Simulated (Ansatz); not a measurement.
Here is an Ansatz 0.2.0 calculation.

File input:

```
crystal:
  lattice:
    - [2.61246963, 0.0, 0.0]
    - [0.0, 2.61246963, 0.0]
    - [0.0, 0.0, 2.61246963]
  atoms:
    - { symbol: Fe, position: [0.0, 0.0, 0.0], spin: 3.0 }
    - { symbol: O, position: [0.5, 0.5, 0.5] }
hamiltonian:
  xc:
    exchange: hjs_pbesol
    correlation: pbesol
    exx: { coeff: 0.25, omega: 0.207 }
  pseudopotentials: { kind: paw }
magnetization:
  spin_polarized: true
kpoints:
  mp_grid: { grid: [5, 5, 5] }
  band_path:
    path:
      - [[0.0, 0.0, 0.0], [0.0, 0.5, 0.0], [0.5, 0.5, 0.0], [0.0, 0.0, 0.0], [0.5, 0.5, 0.5], [0.0, 0.5, 0.0]]
      - [[0.5, 0.5, 0.0], [0.5, 0.5, 0.5]]
    npoints: 4
scf:
  occupations: { method: fermi_dirac, width: 0.05 }
  n_extra_bands: 6
output:
  forces: true
  stress: true
  eigenvalues: true
  fatbands: false
  write_density: true
  write_potential: true
  elf: true
  volumetric_format: npy
```

Question: Estimate the pressure.

Answer: -6.0 GPa.

Question: Estimate the net moment.

Answer: 4.00 μB per cell.

Question: Predict the band gap on the k mesh.

Answer: None (metal or under the smearing width).

Question: What does it give for the site moments?

Answer: Fe +3.59; O +0.34 μB.

Levels at the corners of the path, in eV from the Fermi level:
Spin up:
| point | band 11 | band 12 | band 13 | band 14 | band 15 | band 16 |
| --- | --- | --- | --- | --- | --- | --- |
| Γ | -3.72 | -3.72 | -3.72 | 1.54 | 16.20 | 16.20 |
| X | -3.60 | -1.41 | -1.41 | 6.98 | 9.64 | 16.69 |
| M | -5.62 | -3.78 | -2.72 | 6.66 | 12.53 | 12.53 |
| Γ | -3.72 | -3.72 | -3.72 | 1.54 | 16.20 | 16.20 |
| R | -1.72 | -1.72 | -1.72 | 7.46 | 7.46 | 7.46 |
| X | -3.60 | -1.41 | -1.41 | 6.98 | 9.64 | 16.69 |
| M | -5.62 | -3.78 | -2.72 | 6.66 | 12.53 | 12.53 |
| R | -1.72 | -1.72 | -1.72 | 7.46 | 7.46 | 7.46 |
Spin down:
| point | band 6 | band 7 | band 8 | band 9 | band 10 | band 11 | band 12 | band 13 |
| --- | --- | --- | --- | --- | --- | --- | --- | --- |
| Γ | -2.70 | -2.70 | -2.70 | -2.27 | -2.27 | 2.53 | 3.97 | 3.97 |
| X | -9.41 | -3.24 | -3.24 | -1.79 | 2.48 | 4.17 | 4.83 | 4.83 |
| M | -6.80 | -6.80 | -1.86 | -1.60 | 2.36 | 2.83 | 2.83 | 3.03 |
| Γ | -2.70 | -2.70 | -2.70 | -2.27 | -2.27 | 2.53 | 3.97 | 3.97 |
| R | -7.06 | -7.06 | -7.06 | 2.98 | 2.98 | 5.31 | 5.31 | 5.31 |
| X | -9.41 | -3.24 | -3.24 | -1.79 | 2.48 | 4.17 | 4.83 | 4.83 |
| M | -6.80 | -6.80 | -1.86 | -1.60 | 2.36 | 2.83 | 2.83 | 3.03 |
| R | -7.06 | -7.06 | -7.06 | 2.98 | 2.98 | 5.31 | 5.31 | 5.31 |

Caveat: the k mesh is coarse (spacing up to 0.48 Å⁻¹), so the values aren't converged, least of all with exact exchange; the magnetic or orbital state may not be the lowest; the pressure holds a Pulay correction of +0.7 GPa for the finite cutoff; a cell with one magnetic atom can't hold antiferromagnetic order, which such compounds often take; the PAW data sets come from PBE, with cores solved anew for the run's functional, which leaves a small shift of forces and pressure; the thresholds are loose for stress.
